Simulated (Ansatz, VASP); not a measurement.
Ga: VASP beside Ansatz

```
Ga
1.0
    -1.44209    1.44209    2.19392
     1.44209   -1.44209    2.19392
     1.44209    1.44209   -2.19392
Ga
1
Direct
  0.00000 0.00000 0.00000
```

Alike in both runs: task single point; functional PBE; k mesh 8 × 8 × 8; occupations gaussian, width 0.1 eV; no spin polarisation.

|  | VASP | Ansatz |
| --- | --- | --- |
| version | VASP 6.6.1 | Ansatz 0.2.0 |
| potentials or method | VASP PAW PBE potentials, release 64 (Ga_d) | scalar-relativistic, plane waves, PAW |
| plane-wave cutoff (eV) | 520 | 420 |
| valence electrons in the cell | 13 | 13 |

|  | VASP | Ansatz | Ansatz less VASP |
| --- | --- | --- | --- |
| gap on the k mesh at the Fermi level (eV) | none | none | - |
| pressure (GPa) | 1.9 | 1.9 | -0.06 |
| largest component of the traceless stress (GPa) | 4.42 | 4.45 | +0.023 |

A gap of «none» marks a metal or a gap that the smearing closes.

Caveats: the k mesh is coarse (spacing up to 0.39 Å⁻¹), so the values aren't converged.
